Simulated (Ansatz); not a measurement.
# C: the cost of one run

Program: Ansatz 0.2.0. Level of theory: DFT PBE, scalar-relativistic, plane waves, PAW. These are calculated values, not measurements.

## (1) Starting point

The structure is hexagonal, space group P6/mmm (No. 191). Conventional cell: a = 4.153 Å, b = 4.153 Å, c = 2.546 Å, α = 90.00°, β = 90.00°, γ = 120.00°. Around C (site symmetry 6/mmm) lie 14 C at 2.55 to 2.71 Å. Around C (site symmetry -6m2) lie 11 C at 2.40 to 2.71 Å.

Structure file:

```
C
1.0
     4.15280    0.00000    0.00000
    -2.07640    3.59643    0.00000
     0.00000    0.00000    2.54585
C
3
Direct
  0.00000 0.00000 0.00000
  0.33333 0.66667 0.50000
  0.66667 0.33333 0.50000
```

(A quick probe on a coarse mesh, which set the mesh and smearing, is not shown.)

## (3) Coarse relaxation

input.yaml

```yaml
crystal:
  lattice:
    - [4.1527998194, 0.0, 0.0]
    - [-2.0763999097, 3.5964301404, 0.0]
    - [0.0, 0.0, 2.5458468458]
  atoms:
    - { symbol: C, position: [0.0, 0.0, 0.0] }
    - { symbol: C, position: [0.3333333333, 0.6666666667, 0.5] }
    - { symbol: C, position: [0.6666666667, 0.3333333333, 0.5] }
basis:
  ecutwfc: 420
kpoints:
  mp_grid: { grid: [6, 6, 6] }
hamiltonian:
  xc: pbe
scf:
  occupations: { method: gaussian, width: 0.1 }
  lower_state_search: "off"
output:
  forces: true
  stress: true
  eigenvalues: true
relax:
  adjacent_minimum: "off"
  f_tol: 0.04
  max_steps: 70
  cell: { stress_tol: 0.4 }
```

**Question.** How long does this run take on 1 thread of an x86-64 CPU, shared host, and how much memory does it need?

About 40 s, with a peak of 0.35 GiB.
